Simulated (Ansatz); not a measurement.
**TiAl: a normal mode against strain**

Aim: map the energy of TiAl (P4/mmm, No. 123; 2 atoms in the cell) over two coordinates, and find its wells, ridges and stiffness.

Computed with Ansatz 0.2.0 (DFT PBEsol, scalar-relativistic, plane waves, PAW, unless a step's input says otherwise).

4 further runs of the same task are left out: 1 for a known fault of the program, 3 set aside as unsound or not needed.

## (1) Starting point

The structure is tetragonal, space group P4/mmm (No. 123). Conventional cell: a = 2.795 Å, b = 2.795 Å, c = 4.038 Å, α = 90.00°, β = 90.00°, γ = 90.00°. Ti (site symmetry 4/mmm) is surrounded by 4 Ti at 2.79 Å and 8 Al at 2.83 Å. Around Al (site symmetry 4/mmm) lie 4 Al at 2.79 Å and 8 Ti at 2.83 Å.

Coordinates:

```xyz
2
Lattice="2.7947 0.0000 0.0000 0.0000 2.7947 0.0000 0.0000 0.0000 4.0384" Properties=species:S:1:pos:R:3 pbc="T T T"
Ti    0.0000    0.0000    0.0000
Al    1.3974    1.3974    2.0192
```

This cell was relaxed beforehand with the same method: volume 15.77 Å³/atom, gap on the mesh none (metal).

## (2) Plan of the scan

The energy is mapped over a normal mode and a strain (zone-centre modes of the cell shown) (x along [1 0 0], y along [0 1 0], z along [0 0 1] of the conventional cell).

The axes are (1) amplitude of mode 6 (311 cm⁻¹), largest displacement in the unstrained cell: 7 values from −0.141 Å; (2) strain +e along z and -e/2 along x and y: 7 values from −7.00 %.

Nothing else is relaxed (the pattern is fixed in fractional coordinates). Energies count from the relaxed high-symmetry cell. Points are written as (first, second).

The modes come from a phonon run on the reference cell, made beforehand.

The patterns, per unit of each coordinate (Å):

| atom | x1 | y1 | z1 |
| --- | --- | --- | --- |
| Ti1 | 0.000 | 0.000 | -0.564 |
| Al2 | 0.000 | 0.000 | 1.000 |

Of the runs on the grid, 7 are shown in the steps below; the others differ only in the two coordinates.

## (3) Grid point (−0.047 Å, 7.00 %)

Input file input.yaml:

```yaml
crystal:
  lattice:
    - [2.6969260694, 0.0, 0.0]
    - [0.0, 2.6969260694, 0.0]
    - [0.0, 0.0, 4.3210595905]
  atoms:
    - { symbol: Ti, position: [0.0, 0.0, 0.0065602725] }
    - { symbol: Al, position: [0.5, 0.5, 0.4883616509] }
basis:
  ecutwfc: 520.0
kpoints:
  mp_grid: { grid: [16, 16, 12] }
hamiltonian:
  xc: pbesol
  pseudopotentials: { kind: paw, azcp: { folder: soft_1 } }
scf:
  occupations: { method: gaussian, width: 0.15 }
output:
  forces: true
  stress: true
  eigenvalues: true
```

On the command line:

```console
> ansatz run input.yaml --threads 1 --pin off --max-ram 2048MiB --backend cpu --events-out ev --progress --plain --runs-dir out
```

What it wrote:

```text
Warning: <dir> the record states the generating functional pbe (its physics header spells it `PBE`), which answers neither for hamiltonian.xc's functional nor for the pbesol family's — results may be inconsistent (PPs are generated against a specific XC)
Warning: <dir> the record states the generating functional pbe (its physics header spells it `PBE`), which answers neither for hamiltonian.xc's functional nor for the pbesol family's — results may be inconsistent (PPs are generated against a specific XC)
Warning: RAYON_NUM_THREADS=1 ignored (pool sized by the plan → 1); use --threads N
Engine: ansatz 0.2.0, aarch64-unknown-linux-gnu
Pseudopotentials: kind: paw
Pseudopotential: Ti, paw, valence charge 12, recommended cutoff 420 eV (normal), <dir>
Pseudopotential: Al, paw, valence charge 3, recommended cutoff 420 eV (normal), <dir>
Functional definition: PBEsol
  exchange = pbesol_x
  correlation = pbesol_c
Crystal: 2 atoms, lattice volume = 31.429 Å³
Basis set: ecut = 520 eV, 825 PW (Γ), exchange–correlation on 48×48×72 points (8 copies of the dense FFT grid, shifted against one another)
Bands: 12, of which v1, the nominal top of the filled ones, is band 8 counted from 1 (7 counted from 0)
Symmetry: 8 space group operations
Space group: P4mm (ITA 99), of the structure as read, at distance tolerance 3.2e-5 Å
k-points: 315 of 3072 (time reversal used)
Non-local potential: Ti, projectors of the file, l = 0: 3, l = 1: 2, l = 2: 3, l = 3: 1
Non-local potential: Al, projectors of the file, l = 0: 2, l = 1: 2, l = 2: 1
PAW form: soft (Blöchl's): semilocal exchange-correlation on the pseudo side does not see the compensation charge
PAW frozen core: Ti, regenerated for the run's functional, and the local potential with it (the file was generated under x = pbe(κ = 0.804, μ = 0.2195149727645171), c = pbe(β = 0.06672455060314922))
PAW frozen core: Al, regenerated for the run's functional, and the local potential with it (the file was generated under x = pbe(κ = 0.804, μ = 0.2195149727645171), c = pbe(β = 0.06672455060314922))
PAW one-centre angular grid: Ti, 590 points (default); XC on 64 Gauss nodes
PAW one-centre angular grid: Al, 110 points (default); XC on 64 Gauss nodes
Initial density: superposition of atomic densities (chi_scale 0.1, normalization cell, long waves kept (reshape's long-wave potential 0.00 eV rms))
Initial wavefunctions: pseudopotential atomic-orbital guess
Functional: x = pbesol(κ = 0.804, μ = 0.12345679012345678), c = pbesol(β = 0.046)
SCF iter   1: F=—  HF=-2999.504129 eV  |F-HF|=—  |Δ(HF+E_count)|=         —  Δρ=4.40e-2  dr2=7.46e-1  ethr=3.10e-3  ⟨swp⟩=4.8  Hψ=18803  notcnv=0
preconditioner: auto → none  [metal: Δε(μ)=0.004 eV  Ē_g=5.614 eV  σ=0.150 eV  W_gap=0.02  n_scr=6 (ndim 8)  ℏωp=17.5 eV  f_vac=0.000  D(μ)=1.65/eV (n_scr^D=16)  sad-step TF]
SCF iter   2: F=—  HF=-2999.319956 eV  |F-HF|=—  |Δ(HF+E_count)|=   1.84e-1  Δρ=2.34e-2  dr2=3.32e-1  ethr=3.10e-3  ⟨swp⟩=2.0  Hψ=7591  notcnv=0  defer=32
SCF iter   3: F=—  HF=-2999.206562 eV  |F-HF|=—  |Δ(HF+E_count)|=   1.13e-1  Δρ=6.10e-3  dr2=3.09e-2  ethr=2.22e-3  ⟨swp⟩=2.0  Hψ=6340  notcnv=0  defer=32
SCF iter   4: F=—  HF=-2999.198707 eV  |F-HF|=—  |Δ(HF+E_count)|=   7.85e-3  Δρ=1.51e-3  dr2=1.43e-3  ethr=2.06e-4  ⟨swp⟩=2.0  Hψ=6913  notcnv=0  defer=23
SCF iter   5: F=—  HF=-2999.198491 eV  |F-HF|=—  |Δ(HF+E_count)|=   2.16e-4  Δρ=8.29e-4  dr2=7.07e-4  ethr=9.55e-6  ⟨swp⟩=2.0  Hψ=5033  notcnv=0  defer=23
SCF iter   6: F=—  HF=-2999.198290 eV  |F-HF|=—  |Δ(HF+E_count)|=   2.01e-4  Δρ=1.40e-4  dr2=1.24e-5  ethr=4.71e-6  ⟨swp⟩=2.0  Hψ=4548  notcnv=0  defer=23
SCF iter   7: F=—  HF=-2999.198287 eV  |F-HF|=—  |Δ(HF+E_count)|=   3.39e-6  Δρ=2.22e-5  dr2=1.95e-7  ethr=8.29e-8  ⟨swp⟩=2.0  Hψ=4720  notcnv=0  defer=23
SCF iter   8: F=-2999.198287 eV  HF=-2999.198287 eV  |F-HF|=2.83e-10  |Δ(HF+E_count)|=   3.64e-8  Δρ=2.27e-6  dr2=8.03e-10  ethr=6.67e-10  ⟨swp⟩=5.2  Hψ=16223  notcnv=0
SCF 1 converged in 8 iterations: F = -2999.198287 eV  dr2 = 8.03e-10
SCF converged after 8 iterations
Free energy (F): -2999.198287 eV
Harris-Foulkes:  -2999.198287 eV  (|F-HF|=2.83e-10)
Internal energy: -2999.176269 eV  (E = F + TS)
E sigma→0 (E₀):  -2999.187278 eV
Entropy (-TS):   -0.022018 eV (-11.009 meV/atom)
Fermi energy:    11.277187 eV
--- Per-component energies (eV) ---
  E_band       = -158.395161
  E_kinetic    = 305.911553
  E_local      = -1161.306000  (includes V_loc(G=0)·N_el)
  E_nonlocal   = 73.272962
  E_hartree    = 488.511115
  E_xc         = -153.524365
  E_vxc        = -175.462226  (∫ρ·V_xc dr)
  E_paw        = -1474.705288  (= ΣΔE_a)
  E_vpaw       = -177.833426  (= ΣTr[D̂ρ^β])
  E_aug_tail   = -0.000025  (compensation charges beyond the density's cutoff)
  E_ewald      = -1077.494746
  E_core_change = 0.158524  (= ΣΔE_core)
  E_smearing   = -0.022018  (= −TS)
  E_closure    = -0.000000  (closes the sum)
  Σ components = -2999.198287   (vs F -2999.198287, Δ=0.00e0)
--- Forces (eV/Å), atoms counted from 1 ---
  atom   1  Ti    -0.00000000     0.00000000    -0.40171756
  atom   2  Al     0.00000000     0.00000000     0.40170474
  max |Σ_I F_I| component: 1.28e-5 eV/Å
--- Stress (GPa, compression-positive) ---
        4.123795       0.000000      -0.000000
        0.000000       4.123795       0.000000
       -0.000000       0.000000      -5.837064
  P = ⅓ Tr σ = 0.8035 GPa (8.035 kbar)
--- Band table (eV; the first three rows and the last of 315) ---
  k-point 0: bands = ["-44.9814", "-21.4750", "-20.9320", "-20.9320", "1.9698", "9.0166", "9.9296", "10.3346", "13.8037", "13.8037", "15.0710", "16.4376"]
  k-point 1: bands = ["-44.9814", "-21.4757", "-20.9320", "-20.9320", "2.0239", "8.6299", "10.2058", "10.3404", "13.7897", "13.7897", "15.0714", "16.6025"]
  k-point 2: bands = ["-44.9813", "-21.4777", "-20.9320", "-20.9320", "2.1822", "7.9358", "10.3563", "10.5942", "13.7522", "13.7522", "15.0723", "17.0636"]
  k-point 314: bands = ["-44.7866", "-21.5449", "-21.5449", "-21.3043", "8.6225", "9.2573", "9.2573", "13.3800", "13.7160", "13.9875", "15.8004", "15.8004"]
```

Wall time 29 s (1 thread of Arm Neoverse N1, shared host); peak memory 0.47 GiB.

Energy on the map's scale: 84 meV.

## (4) The run at (−0.047 Å, −7.00 %)

input.yaml, as its differences from that of step 3:

```diff
@@ -2,5 +2,5 @@
   lattice:
-    - [2.6969260694, 0.0, 0.0]
-    - [0.0, 2.6969260694, 0.0]
-    - [0.0, 0.0, 4.3210595905]
+    - [2.8925580122, 0.0, 0.0]
+    - [0.0, 2.8925580122, 0.0]
+    - [0.0, 0.0, 3.7556873077]
   atoms:
```

On the command line:

```console
> ansatz run input.yaml --threads 1 --pin off --max-ram 2048MiB --backend cpu --events-out ev --progress --plain --runs-dir out
```

What it wrote:

```text
Warning: <dir> the record states the generating functional pbe (its physics header spells it `PBE`), which answers neither for hamiltonian.xc's functional nor for the pbesol family's — results may be inconsistent (PPs are generated against a specific XC)
Warning: <dir> the record states the generating functional pbe (its physics header spells it `PBE`), which answers neither for hamiltonian.xc's functional nor for the pbesol family's — results may be inconsistent (PPs are generated against a specific XC)
Warning: RAYON_NUM_THREADS=1 ignored (pool sized by the plan → 1); use --threads N
Engine: ansatz 0.2.0, aarch64-unknown-linux-gnu
Pseudopotentials: kind: paw
Pseudopotential: Ti, paw, valence charge 12, recommended cutoff 420 eV (normal), <dir>
Pseudopotential: Al, paw, valence charge 3, recommended cutoff 420 eV (normal), <dir>
Functional definition: PBEsol
  exchange = pbesol_x
  correlation = pbesol_c
Crystal: 2 atoms, lattice volume = 31.423 Å³
Basis set: ecut = 520 eV, 837 PW (Γ), exchange–correlation on 48×48×60 points (8 copies of the dense FFT grid, shifted against one another)
Bands: 12, of which v1, the nominal top of the filled ones, is band 8 counted from 1 (7 counted from 0)
Symmetry: 8 space group operations
Space group: P4mm (ITA 99), of the structure as read, at distance tolerance 3.2e-5 Å
k-points: 315 of 3072 (time reversal used)
Non-local potential: Ti, projectors of the file, l = 0: 3, l = 1: 2, l = 2: 3, l = 3: 1
Non-local potential: Al, projectors of the file, l = 0: 2, l = 1: 2, l = 2: 1
PAW form: soft (Blöchl's): semilocal exchange-correlation on the pseudo side does not see the compensation charge
PAW frozen core: Ti, regenerated for the run's functional, and the local potential with it (the file was generated under x = pbe(κ = 0.804, μ = 0.2195149727645171), c = pbe(β = 0.06672455060314922))
PAW frozen core: Al, regenerated for the run's functional, and the local potential with it (the file was generated under x = pbe(κ = 0.804, μ = 0.2195149727645171), c = pbe(β = 0.06672455060314922))
PAW one-centre angular grid: Ti, 590 points (default); XC on 64 Gauss nodes
PAW one-centre angular grid: Al, 110 points (default); XC on 64 Gauss nodes
Initial density: superposition of atomic densities (chi_scale 0.1, normalization cell, long waves kept (reshape's long-wave potential 0.00 eV rms))
Initial wavefunctions: pseudopotential atomic-orbital guess
Functional: x = pbesol(κ = 0.804, μ = 0.12345679012345678), c = pbesol(β = 0.046)
SCF iter   1: F=—  HF=-2999.470639 eV  |F-HF|=—  |Δ(HF+E_count)|=         —  Δρ=4.53e-2  dr2=6.24e-1  ethr=3.10e-3  ⟨swp⟩=4.8  Hψ=18783  notcnv=0
preconditioner: auto → none  [metal: Δε(μ)=0.008 eV  Ē_g=5.669 eV  σ=0.150 eV  W_gap=0.03  n_scr=6 (ndim 8)  ℏωp=17.5 eV  f_vac=0.000  D(μ)=1.65/eV (n_scr^D=18)  sad-step TF]
SCF iter   2: F=—  HF=-2999.307223 eV  |F-HF|=—  |Δ(HF+E_count)|=   1.63e-1  Δρ=2.47e-2  dr2=2.06e-1  ethr=3.10e-3  ⟨swp⟩=2.0  Hψ=7571  notcnv=0  defer=40
SCF iter   3: F=—  HF=-2999.217444 eV  |F-HF|=—  |Δ(HF+E_count)|=   8.98e-2  Δρ=2.61e-3  dr2=3.03e-3  ethr=1.37e-3  ⟨swp⟩=2.3  Hψ=6398  notcnv=0  defer=41
SCF iter   4: F=—  HF=-2999.216811 eV  |F-HF|=—  |Δ(HF+E_count)|=   6.33e-4  Δρ=9.19e-4  dr2=5.43e-4  ethr=2.02e-5  ⟨swp⟩=2.2  Hψ=5764  notcnv=0  defer=41
SCF iter   5: F=—  HF=-2999.216665 eV  |F-HF|=—  |Δ(HF+E_count)|=   1.47e-4  Δρ=3.55e-4  dr2=6.83e-5  ethr=3.62e-6  ⟨swp⟩=2.0  Hψ=4675  notcnv=0  defer=41
SCF iter   6: F=—  HF=-2999.216652 eV  |F-HF|=—  |Δ(HF+E_count)|=   1.27e-5  Δρ=7.29e-5  dr2=2.64e-6  ethr=4.56e-7  ⟨swp⟩=2.2  Hψ=4714  notcnv=0  defer=43
SCF iter   7: F=-2999.216651 eV  HF=-2999.216651 eV  |F-HF|=4.35e-8  |Δ(HF+E_count)|=   5.51e-7  Δρ=1.59e-5  dr2=9.60e-8  ethr=6.67e-10  ⟨swp⟩=3.5  Hψ=14296  notcnv=0
SCF 1 converged in 7 iterations: F = -2999.216651 eV  dr2 = 9.60e-8
SCF converged after 7 iterations
Free energy (F): -2999.216651 eV
Harris-Foulkes:  -2999.216651 eV  (|F-HF|=4.35e-8)
Internal energy: -2999.195964 eV  (E = F + TS)
E sigma→0 (E₀):  -2999.206308 eV
Entropy (-TS):   -0.020687 eV (-10.344 meV/atom)
Fermi energy:    11.323208 eV
--- Per-component energies (eV) ---
  E_band       = -159.124864
  E_kinetic    = 305.430808
  E_local      = -1096.645030  (includes V_loc(G=0)·N_el)
  E_nonlocal   = 73.189458
  E_hartree    = 455.888545
  E_xc         = -153.449059
  E_vxc        = -175.353634  (∫ρ·V_xc dr)
  E_paw        = -1474.548676  (= ΣΔE_a)
  E_vpaw       = -177.519546  (= ΣTr[D̂ρ^β])
  E_aug_tail   = -0.000028  (compensation charges beyond the density's cutoff)
  E_ewald      = -1109.220505
  E_core_change = 0.158524  (= ΣΔE_core)
  E_smearing   = -0.020687  (= −TS)
  E_closure    = 0.000000  (closes the sum)
  Σ components = -2999.216651   (vs F -2999.216651, Δ=0.00e0)
--- Forces (eV/Å), atoms counted from 1 ---
  atom   1  Ti     0.00000000     0.00000000    -0.47201882
  atom   2  Al    -0.00000000     0.00000000     0.47202358
  max |Σ_I F_I| component: 4.76e-6 eV/Å
--- Stress (GPa, compression-positive) ---
       -1.687618       0.000000      -0.000000
        0.000000      -1.687618       0.000000
       -0.000000       0.000000       4.842308
  P = ⅓ Tr σ = 0.4890 GPa (4.890 kbar)
--- Band table (eV; the first three rows and the last of 315) ---
  k-point 0: bands = ["-45.0192", "-21.5066", "-21.1593", "-21.1593", "2.1640", "9.5630", "10.3515", "12.1534", "13.3397", "13.3397", "14.3284", "18.7050"]
  k-point 1: bands = ["-45.0191", "-21.5092", "-21.1591", "-21.1591", "2.2421", "9.3503", "10.3711", "12.1692", "13.2890", "13.2890", "14.3308", "18.8439"]
  k-point 2: bands = ["-45.0188", "-21.5165", "-21.1588", "-21.1588", "2.4724", "8.7764", "10.4260", "12.2338", "13.1584", "13.1584", "14.3374", "19.2380"]
  k-point 314: bands = ["-44.9276", "-21.4981", "-21.4981", "-21.4440", "8.5559", "8.6664", "8.6664", "12.8291", "13.6857", "14.0478", "15.1723", "15.1723"]
```

Run time: 25 s. Hardware: 1 thread of Arm Neoverse N1, shared host; peak memory 0.46 GiB.

On the map this point reads 66 meV.

## (5) Point (−0.047 Å, −2.33 %)

input.yaml, as its differences from that of step 4:

```diff
@@ -2,5 +2,5 @@
   lattice:
-    - [2.8925580122, 0.0, 0.0]
-    - [0.0, 2.8925580122, 0.0]
-    - [0.0, 0.0, 3.7556873077]
+    - [2.8273007856, 0.0, 0.0]
+    - [0.0, 2.8273007856, 0.0]
+    - [0.0, 0.0, 3.9442793477]
   atoms:
```

On the command line:

```console
> ansatz run input.yaml --threads 1 --pin off --max-ram 2048MiB --backend cpu --events-out ev --progress --plain --runs-dir out
```

What it wrote:

```text
[... 35 lines left out ...]
SCF 1 converged in 8 iterations: F = -2999.259751 eV  dr2 = 9.73e-10
SCF converged after 8 iterations
Free energy (F): -2999.259751 eV
Harris-Foulkes:  -2999.259751 eV  (|F-HF|=3.80e-10)
Internal energy: -2999.239544 eV  (E = F + TS)
E sigma→0 (E₀):  -2999.249647 eV
Entropy (-TS):   -0.020207 eV (-10.104 meV/atom)
Fermi energy:    11.218529 eV
--- Per-component energies (eV) ---
  E_band       = -159.913472
  E_kinetic    = 305.332008
  E_local      = -1114.895143  (includes V_loc(G=0)·N_el)
  E_nonlocal   = 73.102031
  E_hartree    = 464.679895
  E_xc         = -153.425500
  E_vxc        = -175.325010  (∫ρ·V_xc dr)
  E_paw        = -1474.518500  (= ΣΔE_a)
  E_vpaw       = -177.486854  (= ΣTr[D̂ρ^β])
  E_aug_tail   = -0.000028  (compensation charges beyond the density's cutoff)
  E_ewald      = -1099.672831
  E_core_change = 0.158524  (= ΣΔE_core)
  E_smearing   = -0.020207  (= −TS)
  E_closure    = 0.000000  (closes the sum)
  Σ components = -2999.259751   (vs F -2999.259751, Δ=0.00e0)
--- Forces (eV/Å), atoms counted from 1 ---
  atom   1  Ti     0.00000000     0.00000000    -0.46452083
  atom   2  Al    -0.00000000     0.00000000     0.46451022
  max |Σ_I F_I| component: 1.06e-5 eV/Å
--- Stress (GPa, compression-positive) ---
       -0.580575       0.000000      -0.000000
        0.000000      -0.580575       0.000000
       -0.000000       0.000000       1.967774
  P = ⅓ Tr σ = 0.2689 GPa (2.689 kbar)
--- Band table (eV; the first three rows and the last of 315) ---
  k-point 0: bands = ["-45.0929", "-21.5995", "-21.1718", "-21.1718", "2.0843", "9.3367", "10.3224", "11.2597", "13.3758", "13.3758", "14.4994", "17.9667"]
  k-point 1: bands = ["-45.0929", "-21.6012", "-21.1717", "-21.1717", "2.1537", "9.0765", "10.3359", "11.3586", "13.3425", "13.3425", "14.5007", "18.1963"]
  k-point 2: bands = ["-45.0927", "-21.6057", "-21.1715", "-21.1715", "2.3577", "8.4482", "10.3735", "11.5569", "13.2549", "13.2549", "14.5043", "18.8081"]
  k-point 314: bands = ["-44.9762", "-21.5838", "-21.5838", "-21.5022", "8.5554", "8.7900", "8.7900", "13.0266", "13.4443", "13.9510", "15.3536", "15.3536"]
```

It took 28 s on 1 thread of Arm Neoverse N1, shared host; peak memory 0.46 GiB.

Energy on the map's scale: 23 meV.

## (6) Grid point (−0.047 Å, 2.33 %)

input.yaml, as its differences from that of step 5:

```diff
@@ -2,5 +2,5 @@
   lattice:
-    - [2.8273007856, 0.0, 0.0]
-    - [0.0, 2.8273007856, 0.0]
-    - [0.0, 0.0, 3.9442793477]
+    - [2.762183296, 0.0, 0.0]
+    - [0.0, 2.762183296, 0.0]
+    - [0.0, 0.0, 4.1324675505]
   atoms:
```

On the command line:

```console
> ansatz run input.yaml --threads 1 --pin off --max-ram 2048MiB --backend cpu --events-out ev --progress --plain --runs-dir out
```

What it wrote:

```text
[... 35 lines left out ...]
SCF 1 converged in 8 iterations: F = -2999.258330 eV  dr2 = 9.29e-10
SCF converged after 8 iterations
Free energy (F): -2999.258330 eV
Harris-Foulkes:  -2999.258330 eV  (|F-HF|=3.84e-10)
Internal energy: -2999.237328 eV  (E = F + TS)
E sigma→0 (E₀):  -2999.247829 eV
Entropy (-TS):   -0.021002 eV (-10.501 meV/atom)
Fermi energy:    11.202988 eV
--- Per-component energies (eV) ---
  E_band       = -159.671664
  E_kinetic    = 305.477443
  E_local      = -1136.213121  (includes V_loc(G=0)·N_el)
  E_nonlocal   = 73.121031
  E_hartree    = 475.441398
  E_xc         = -153.448207
  E_vxc        = -175.358364  (∫ρ·V_xc dr)
  E_paw        = -1474.564993  (= ΣΔE_a)
  E_vpaw       = -177.581314  (= ΣTr[D̂ρ^β])
  E_aug_tail   = -0.000026  (compensation charges beyond the density's cutoff)
  E_ewald      = -1089.209377
  E_core_change = 0.158524  (= ΣΔE_core)
  E_smearing   = -0.021002  (= −TS)
  E_closure    = 0.000000  (closes the sum)
  Σ components = -2999.258330   (vs F -2999.258330, Δ=0.00e0)
--- Forces (eV/Å), atoms counted from 1 ---
  atom   1  Ti    -0.00000000     0.00000000    -0.43584629
  atom   2  Al    -0.00000000     0.00000000     0.43583243
  max |Σ_I F_I| component: 1.39e-5 eV/Å
--- Stress (GPa, compression-positive) ---
        1.442346       0.000000      -0.000000
        0.000000       1.442346       0.000000
       -0.000000       0.000000      -1.874935
  P = ⅓ Tr σ = 0.3366 GPa (3.366 kbar)
--- Band table (eV; the first three rows and the last of 315) ---
  k-point 0: bands = ["-45.0810", "-21.5894", "-21.0978", "-21.0978", "2.0220", "9.1532", "10.3145", "10.5270", "13.5321", "13.5321", "14.7431", "17.1679"]
  k-point 1: bands = ["-45.0810", "-21.5905", "-21.0977", "-21.0977", "2.0835", "8.8366", "10.3235", "10.7100", "13.5104", "13.5104", "14.7438", "17.3616"]
  k-point 2: bands = ["-45.0809", "-21.5934", "-21.0977", "-21.0977", "2.2638", "8.1674", "10.3484", "11.0155", "13.4525", "13.4525", "14.7456", "17.8921"]
  k-point 314: bands = ["-44.9308", "-21.5995", "-21.5995", "-21.4575", "8.5778", "8.9890", "8.9890", "13.3248", "13.3433", "13.9383", "15.6192", "15.6192"]
```

Run time: 27 s. Hardware: 1 thread of Arm Neoverse N1, shared host; peak memory 0.46 GiB.

Energy on the map's scale: 24 meV.

[end of part 1 of 2]
